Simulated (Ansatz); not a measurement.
# Li2O

The computed numbers are results of PBE, scalar-relativistic (no spin polarisation) in the plane-wave PAW code Ansatz at 420 eV, 12×12×12 k-mesh, Gaussian smearing of 0.05 eV. The datasets are Ansatz's generated set soft_2.

```cif
data_structure
_symmetry_space_group_name_H-M 'P 1'
_symmetry_Int_Tables_number 1
_cell_length_a 3.2726
_cell_length_b 3.2726
_cell_length_c 3.2726
_cell_angle_alpha 60.000
_cell_angle_beta 60.000
_cell_angle_gamma 60.000
_cell_volume 24.78
loop_
_atom_site_label
_atom_site_type_symbol
_atom_site_fract_x
_atom_site_fract_y
_atom_site_fract_z
_atom_site_occupancy
Li1 Li 0.25000 0.25000 0.25000 1
Li2 Li 0.75000 0.75000 0.75000 1
O1 O 0.00000 0.00000 0.00000 1
```

The chain of runs began from a cell as deposited in COD, expanded in volume.

Cell and atoms are those of this level's equilibrium.

```
Space group                                           : Fm-3m (No. 225)
Volume                                                : 8.26 Å³/atom
Band gap                                              : 4.98 eV
Smallest direct gap                                   : 5.23 eV
Bader charges                                         : Li 0.86; O -1.71 e
Formation energy from the elements (0 K, uncorrected) : -1.84 eV/atom
Bulk modulus (Birch–Murnaghan)                        : 79 GPa
```

Bader charges against formal ones: Li +0.86 (+1), O −1.71 (−2). The cations give up 86 % of the formal charge; Bader charges stay under formal ones because the anions' density reaches into the cations' basins, though a share this high marks a strongly ionic bond.

Shannon's ionic radii give a check on the bond lengths: Li⁺ with 4 neighbours 0.59 Å + O²⁻ 1.42 Å = 2.01 Å against a computed mean of 2.00 Å. Sums and bonds agree within 3 %, so ion sizes set the bond lengths.

**The experiment.** The Crystallography Open Database holds a measured cell of cubic Li2O (space group Fm-3m), temperature not stated (2004, doi:10.1021/ic049138z): a = 4.627 Å, 8.26 Å³/atom.

**Against experiment.** PBE gives 4.628 Å and 8.26 Å³/atom, +0.1 % in volume (+0.0 % in length) from the database's cell. Agreement this close is partly luck: the calculation is for a static lattice, the crystal has zero-point motion and thermal expansion, roughly 1.9 to 4.7 % in volume at 300 K (room temperature assumed) by Grüneisen's rule, γ·3k_BT/(B0·V0) with γ of 1 to 2.5.

Semilocal functionals underestimate band gaps, commonly by a third or more.
